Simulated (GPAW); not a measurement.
# Bi2Se3 (Paraguanajuatite) (R-3m) in GPAW: a series of runs

Aim: see how the results for Bi2Se3 (Paraguanajuatite) move with the level of theory and the settings. Levels: LDA, PBEsol, TB-mBJ, r2SCAN. Tasks: equation of state, single point, band structure.

Everything below comes from runs of GPAW 26.7.0. Logs are shortened: lines on timing, memory, paths and dates and some standing lists are left out, and cuts for length are marked. The log counts tension as positive stress, the text compression.

### Step 1. The structure

It takes space group R-3m (No. 166, trigonal). The conventional cell has a = 4.143 Å, b = 4.143 Å, c = 28.636 Å, α = 90.00°, β = 90.00°, γ = 120.00°. Around Bi (site symmetry 3m) lie 6 Se at 2.85 to 3.07 Å. Se (site symmetry 3m) has 3 Bi at 2.85 Å as nearest neighbours. Around Se (site symmetry -3m) lie 6 Bi at 3.07 Å.

### Step 2. Equation of state, LDA

Input file run.py:

```python
from ase import Atoms
from ase.eos import EquationOfState
from ase.io import Trajectory
from ase.units import GPa
from ase.parallel import parprint
from gpaw import GPAW, PW

atoms = Atoms(['Bi', 'Bi', 'Se', 'Se', 'Se'],
              cell=[[2.0715, 1.1959810826, 9.5453333333],
                    [-2.0715, 1.1959810826, 9.5453333333],
                    [0.0, -2.3919621653, 9.5453333333]],
              scaled_positions=[[0.5992, 0.5992, 0.5992],
                                [0.4008, 0.4008, 0.4008],
                                [0.7883, 0.7883, 0.7883],
                                [0.2117, 0.2117, 0.2117],
                                [0.0, 0.0, 0.0]],
              pbc=True)

traj = Trajectory('eos.traj', 'w')
volumes, energies = [], []
for x in [0.94, 0.96, 0.98, 1.0, 1.02, 1.04, 1.06]:
    a = atoms.copy()
    a.set_cell(atoms.cell * x**(1 / 3), scale_atoms=True)
    calc = GPAW(mode=PW(600),
                xc='LDA',
                kpts={'size': (5, 5, 5), 'gamma': True},
                occupations={'name': 'fermi-dirac', 'width': 0.05},
                nbands=39,
                convergence={'density': 1e-05, 'energy': 1e-05},
                maxiter=150,
                txt=f'eos-{x:.2f}.txt')
    a.calc = calc
    energies.append(a.get_potential_energy(force_consistent=True))
    volumes.append(a.get_volume())
    p = -a.get_stress()[:3].mean() / GPa
    calc.write(f'eos-{x:.2f}.gpw')
    traj.write(a)
    parprint(f'{x:.2f} {volumes[-1]:10.4f} A^3 {energies[-1]:14.6f} eV {p:9.3f} GPa', flush=True)

v0, e0, B = EquationOfState(volumes, energies, eos='birchmurnaghan').fit()
parprint(f'V0 = {v0:.4f} A^3, E0 = {e0:.6f} eV, B0 = {B / GPa:.2f} GPa')
```

Potentials or basis: the program's PAW data sets (release 1.2.1) made for this functional, pw.

Started as:

```sh
> OMP_NUM_THREADS=1 mpirun -n 4 gpaw python run.py
```

The program printed:

```text
__  _  _
 | _ |_)|_||  |
 |__||  | ||/\| - 26.7.0

Input parameters:
  mode=PW(ecut=600.0),
  convergence={'density': 1e-05, 'energy': 1e-05},
  kpts=MonkhorstPack(size=(5, 5, 5), gamma=True),
  maxiter=150,
  nbands=39,
  occupations=Occupations(name='fermi-dirac', width=0.05),
  xc=XC(name='LDA')

Diagonalizing LCAO Hamiltonian
Converting LCAO to pw mode

       Se

       Bi

       Bi

       Se

       Se

Atoms  # Å, Bohr magnetons
|   | symbol |         x |         y |         z |    initial magnetic moments |
|---|--------|-----------|-----------|-----------|-----------------------------|
| 0 |     Bi | -0.000000 | -0.000000 | 16.926789 | ( 0.0000,  0.0000,  0.0000) |
| 1 |     Bi | -0.000000 | -0.000000 | 11.322191 | ( 0.0000,  0.0000,  0.0000) |
| 2 |     Se | -0.000000 | -0.000000 | 22.268671 | ( 0.0000,  0.0000,  0.0000) |
| 3 |     Se | -0.000000 | -0.000000 |  5.980309 | ( 0.0000,  0.0000,  0.0000) |
| 4 |     Se |  0.000000 |  0.000000 |  0.000000 | ( 0.0000,  0.0000,  0.0000) |

Unit cell  # Å
| periodic |         x |         y |        z |  lengths |    angles |
|----------|-----------|-----------|----------|----------|-----------|
|      yes |  2.043503 |  1.179817 | 9.416327 | 9.707475 | 24.304273 |
|      yes | -2.043503 |  1.179817 | 9.416327 | 9.707475 | 24.304273 |
|      yes |  0.000000 | -2.359634 | 9.416327 | 9.707475 | 24.304273 |

Number of symmetries: 12
Symmetry operations  # r_c * U_cc + t_c -> r_c
|    | kind |            matrix            |
|----|------|------------------------------|
|  0 |  E   |  1, 0, 0,  0, 1, 0,  0, 0, 1 |
|  1 |  σ   |  1, 0, 0,  0, 0, 1,  0, 1, 0 |
|  2 |  σ   |  0, 1, 0,  1, 0, 0,  0, 0, 1 |
|  3 |  C3  |  0, 1, 0,  0, 0, 1,  1, 0, 0 |
|  4 |  C3  |  0, 0, 1,  1, 0, 0,  0, 1, 0 |
|  5 |  σ   |  0, 0, 1,  0, 1, 0,  1, 0, 0 |
|  6 |  C2  |  0, 0,-1,  0,-1, 0, -1, 0, 0 |
|  7 |  S6  |  0, 0,-1, -1, 0, 0,  0,-1, 0 |
|  8 |  S6  |  0,-1, 0,  0, 0,-1, -1, 0, 0 |
|  9 |  C2  |  0,-1, 0, -1, 0, 0,  0, 0,-1 |
| 10 |  C2  | -1, 0, 0,  0, 0,-1,  0,-1, 0 |
| 11 |  i   | -1, 0, 0,  0,-1, 0,  0, 0,-1 |

BZ-sampling:
  Number of BZ points: 125
  Number of IBZ points: 19

  Monkhorst-Pack size: [5, 5, 5]
  Monkhorst-Pack shift: [0, 0, 0]

K-points  # in reciprocal-cell coordinates
|     |                                coordinates |     weight |
|-----|--------------------------------------------|------------|
|   0 | (  0.00000000,   0.00000000,   0.00000000) | 0.00800000 |
|   1 | (  0.20000000,   0.00000000,  -0.20000000) | 0.04800000 |
|   2 | (  0.20000000,   0.00000000,   0.00000000) | 0.04800000 |
|   3 | (  0.20000000,   0.20000000,  -0.20000000) | 0.04800000 |
|   4 | (  0.20000000,   0.20000000,   0.00000000) | 0.04800000 |
|   5 | (  0.20000000,   0.20000000,   0.20000000) | 0.01600000 |
|   6 | (  0.40000000,  -0.20000000,  -0.20000000) | 0.04800000 |
|   7 | (  0.40000000,   0.00000000,  -0.40000000) | 0.04800000 |
|   8 | (  0.40000000,   0.00000000,  -0.20000000) | 0.09600000 |
|   9 | (  0.40000000,   0.00000000,   0.00000000) | 0.04800000 |
| ... |                                            |            |
|  18 | (  0.40000000,   0.40000000,   0.40000000) | 0.01600000 |

Plane wave coefficients: 4567
Cutoff: 600.0 eV

Spin-components: 1 (collinear spins)
Bands:           39
Projectors:      27
Spin-degeneracy: 2
Datatype:        complex128

Parallelization:
  kpt:    4
  domain: 1
  band:   1

Density:
  Valence electrons: 48.0
  Components: 1
  Grid points: [56 56 56]
  Charge: 0.0  # |e|

Potential:
  Grid points: [56 56 56]

species:
  Bi:
    name:    Bismuth
    Z:       83.0
    valence: 15
    core:    68
    charge:  0.0  # [|e|]
    compensation charges:
      type: gauss
      rc: 0.38  # [Å]
      lmax: 2
    cutoffs:
      filter: 2.23  # [Å]
      core: 2.33  # [Å]
    projectors
    | kind |    occ | energy [eV] | rcut [Å] |
    |------|--------|-------------|----------|
    |   6s |  2.000 |     -14.665 |    1.286 |
    |   6p |  3.000 |      -4.777 |    1.275 |
    |   5d | 10.000 |     -27.225 |    1.349 |
    |    s |        |      12.546 |    1.286 |
    |    p |        |      22.434 |    1.275 |
    |    d |        |      -0.013 |    1.349 |

    Using partial waves for Bi as LCAO basis

  Se:
    name:    Selenium
    Z:       34.0
    valence: 6
    core:    28
    charge:  0.0  # [|e|]
    compensation charges:
      type: gauss
      rc: 0.27  # [Å]
      lmax: 2
    cutoffs:
      filter: 1.77  # [Å]
      core: 2.67  # [Å]
    projectors
    | kind |    occ | energy [eV] | rcut [Å] |
    |------|--------|-------------|----------|
    |   4s |  2.000 |     -17.472 |    0.847 |
    |   4p |  4.000 |      -6.656 |    1.005 |
    |    s |        |       9.739 |    0.847 |
    |    p |        |      20.555 |    1.005 |
    |    d |        |       0.000 |    0.847 |

    Using partial waves for Se as LCAO basis

Reference energy: -1367128.216271  # eV

eigensolver:
  PPCG
  Converge bands: occupied
  niter=2

density mixing:
  MSR1-Mixer
  Pratt-step length: 0.05
  Maximum mixing coefficient: 0.75
  Old densities: 10
  SVD Regularization: 0.005
  Good broyden scale: 1.0
  Trust region scale: 1.0
  Backstep threshold: 4.0
  History deletion threshold: 6.0
  Fourier metric: weight=20.0, sigma=0.015

occupation numbers:
  Fermi-Dirac:
    width: 0.0500  # eV

poisson solver:
  ecut: 4800.0  # eV

xc functional:
  name: None

convergence criteria:
[... 6 lines left out ...]
|iter     | |      energy | eigst |  dens |
|---------|-|-------------|-------|-------|
|iter:   1| |  -25.653047 | +0.09 |       |
|iter:   2| |  -25.566334 | -1.94 | -1.20 |
|iter:   3| |  -25.225051 | -2.40 | -1.27 |
|iter:   4| |  -25.108708 | -3.18 | -1.58 |
|iter:   5| |  -25.098288 | -3.80 | -1.96 |
|iter:   6| |  -25.097728 | -4.31 | -2.35 |
|iter:   7| |  -25.097840 | -5.39 | -3.38 |
|iter:   8| |  -25.097874c| -5.84 | -3.87 |
|iter:   9| |  -25.097876c| -6.66 | -4.34 |
|iter:  10| |  -25.097876c| -8.20c| -4.87 |
|iter:  11| |  -25.097876c| -8.52c| -5.51c|

Converged in 11 steps
Energy contributions relative to reference atoms: (reference = -1367128.216271)

Energy contributions:
  Kinetic:          65.697141
  Coulomb:         -62.154185
  Zero:             -2.832733
  External:          0.000000
  Xc:              -25.807510
  Entropy:          -0.001180
  Spinorbit:         0.000000
  ----------------------------
  Free energy:     -25.098466
  Extrapolated:    -25.097876

dipole moment: (-0.000000, 0.000000, -104.298094)  # |e|*Ang

Fermi level: 6.151
Eigenvalues  # (at kpt = [0.000, 0.000, 0.000])
| band index |      eig [eV] | occ [0-2] |
|------------|---------------|-----------|
|          0 |       -17.111 |     2.000 |
|        ... |               |           |
|         16 |         3.891 |     2.000 |
|         17 |         4.091 |     2.000 |
|         18 |         4.091 |     2.000 |
|         19 |         4.094 |     2.000 |
|         20 |         4.094 |     2.000 |
|         21 |         4.807 |     2.000 |
[... 8 lines left out ...]
|         30 |        11.815 |     0.000 |
|         31 |        13.048 |     0.000 |
|        ... |               |           |
|         38 |        14.805 |     0.000 |

Gap: 0.056 eV
Transition (v -> c):
  (s=0, k=0, n=23, [0.00, 0.00, 0.00]) -> (s=0, k=0, n=24, [0.00, 0.00, 0.00])
No difference between direct/indirect transitions

Stress tensor  # eV/Ang^3
|         x |         y |         z |
|-----------|-----------|-----------|
| -0.004504 |  0.000000 | -0.000000 |
| -0.000000 | -0.004504 | -0.000000 |
| -0.000000 | -0.000000 | -0.003446 |

# Writing to eos-0.96.gpw (mode='')
```

Run time: 7.4 min. Hardware: 4 MPI ranks of Arm Neoverse V2, shared host; peak memory 0.93 GiB.

What came out:

* Equilibrium volume: 27.51 Å³/atom
* Bulk modulus at fixed shape and positions: 68 GPa
* Pressure derivative of the bulk modulus: 4.5

Energy against volume, from the lowest point:
```
volume (Å³/atom)  energy (meV/atom)
          26.675               5.17
          27.243               0.00
          27.810               0.09
          28.378               4.87
          28.946              13.84
          29.513              26.57
          30.081              42.63
```

Caveat: the cell was scaled at fixed shape and fractional positions, which overstates the stiffness of a crystal with free parameters, most of all of layers and chains; spin-orbit coupling is left out, which moves the levels of the heavy elements; the program warned that so skewed a cell can give wrong results.

### Step 3. Equation of state, PBEsol

run.py, as its differences from that of step 2:

```diff
@@ -5,3 +5,5 @@
 from ase.parallel import parprint
-from gpaw import GPAW, PW
+from gpaw import GPAW, PW, setup_paths
+
+setup_paths.insert(0, '.')
 
@@ -24,3 +26,3 @@
     calc = GPAW(mode=PW(600),
-                xc='LDA',
+                xc='PBEsol',
                 kpts={'size': (5, 5, 5), 'gamma': True},
```

Potentials or basis: PAW data sets generated in the run's folder for this functional, pw.

Started as:

```sh
> gpaw-setup -f PBEsol Bi Se
> OMP_NUM_THREADS=1 mpirun -n 4 gpaw python run.py
```

It took 7.1 min on 4 MPI ranks of Arm Neoverse V2, shared host; peak memory 1.1 GiB.

Results (log left out):

- Equilibrium volume: 28.18 Å³/atom
- Bulk modulus at fixed shape and positions: 64 GPa
- Pressure derivative of the bulk modulus: 4.5

Energy against volume, from the lowest point:
```
volume (Å³/atom)  energy (meV/atom)
          26.675              17.34
          27.243               6.27
          27.810               0.68
          28.378               0.00
          28.946               3.72
          29.513              11.38
          30.081              22.56
```

Caveat: the cell was scaled at fixed shape and fractional positions, which overstates the stiffness of a crystal with free parameters, most of all of layers and chains; spin-orbit coupling is left out, which moves the levels of the heavy elements; the program warned that so skewed a cell can give wrong results.

### Step 4. Single point, TB-mBJ

Input file run.py:

```python
from ase import Atoms
from ase.dft.bandgap import bandgap
from ase.io import write
from ase.parallel import parprint
from gpaw import GPAW, PW

atoms = Atoms(['Bi', 'Bi', 'Se', 'Se', 'Se'],
              cell=[[2.0715, 1.1959810826, 9.5453333333],
                    [-2.0715, 1.1959810826, 9.5453333333],
                    [0.0, -2.3919621653, 9.5453333333]],
              scaled_positions=[[0.5992, 0.5992, 0.5992],
                                [0.4008, 0.4008, 0.4008],
                                [0.7883, 0.7883, 0.7883],
                                [0.2117, 0.2117, 0.2117],
                                [0.0, 0.0, 0.0]],
              pbc=True)

calc = GPAW(mode=PW(600),
            xc='TB09',
            kpts={'size': (6, 6, 6), 'gamma': True},
            occupations={'name': 'fermi-dirac', 'width': 0.05},
            nbands=39,
            convergence={'density': 1e-05, 'energy': 1e-05},
            eigensolver='cg',
            maxiter=150,
            txt='gpaw.txt')
atoms.calc = calc
energy = atoms.get_potential_energy()
calc.write('gs.gpw')
write('result.traj', atoms)
parprint('Fermi level:', round(calc.get_fermi_level(), 4), 'eV')
parprint(f'Gap: {bandgap(calc)[0]:.4f} eV, direct: {bandgap(calc, direct=True)[0]:.4f} eV')
```

Potentials or basis: GPAW PAW data sets for LDA (gpaw-data 1.2.1), pw.

Started as:

```sh
> OMP_NUM_THREADS=1 mpirun -n 4 gpaw python run.py
```

Run time: 5.2 min. Hardware: 4 MPI ranks of Arm Neoverse V2, shared host; peak memory 0.66 GiB.

The run converged. Its results:

| Property | Result |
| --- | --- |
| Band gap on the k mesh | 0.70 eV, direct |

Levels at points of the mesh, in eV from the valence-band top:
| k point | band 21 | band 22 | band 23 | band 24 | band 25 | band 26 | band 27 | band 28 |
| --- | --- | --- | --- | --- | --- | --- | --- | --- |
| (0.00, 0.00, 0.00) | -2.00 | -1.38 | -1.38 | 0.00 | 0.70 | 1.57 | 1.57 | 2.44 |
| (0.50, 0.00, 0.00) | -2.93 | -2.16 | -1.41 | -0.56 | 1.20 | 2.10 | 3.29 | 3.32 |
| (0.50, 0.50, 0.00) | -1.90 | -1.81 | -1.77 | -1.01 | 1.66 | 2.18 | 2.73 | 3.26 |
| (0.50, 0.50, 0.50) | -1.54 | -1.54 | -1.41 | -0.36 | 0.97 | 1.87 | 1.87 | 2.40 |

Caveat: a model potential gives levels but no total energy; the PAW data sets were made with another functional, which shifts forces and pressure a little; spin-orbit coupling is left out, which as a rule narrows the gap of such compounds by several tenths of an eV.

(Part 1 of 2 ends here.)
